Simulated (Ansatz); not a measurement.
# CO2

Level of theory: DFT, PBE, scalar-relativistic, no spin polarisation; plane waves to 420 eV with PAW datasets (Ansatz 0.2.0), 10×10×10 k-mesh, Gaussian smearing of 0.05 eV; PAW files: Ansatz's generated set soft_2.

```
CELL_PARAMETERS angstrom
-1.98241 1.98241 2.99137
1.98241 -1.98241 2.99137
1.98241 1.98241 -2.99137
ATOMIC_POSITIONS crystal
C 0.00000 0.00000 0.00000
C 0.75000 0.25000 0.50000
O 0.37500 0.28931 0.41431
O 0.71069 0.12500 0.08569
O 0.87500 0.96069 0.58569
O 0.03931 0.62500 0.91431
```

The chain of runs began from a measured cell (COD), expanded in volume. The relaxation kept the space group but changed the cell's proportions, one axis by 6 % at equal volume, so the results may not describe the measured structure.

The cell is relaxed to zero pressure at this level.

* Space group: I-42d (No. 122)
* Volume: 7.84 Å³/atom
* Band gap: 7.71 eV
* Smallest direct gap: 8.13 eV
* Bader charges: C 2.02; O -1.01 e
* Bulk modulus (Birch–Murnaghan): 139 GPa
* Pressure derivative B0′: 3.6

(1) Estimate the formation energy from the elements (0 K, uncorrected) at this level of theory (PBE).

Answer:

(1) -0.86 eV/atom.

Within 0.6 eV of the edges the projected states are 97 % O 2p at the top of the valence band and 62 % C 2p at the bottom of the conduction band. The lowest excitation takes an electron from O back to C, as in ionic insulators.

Semilocal functionals underestimate band gaps, commonly by a third or more.
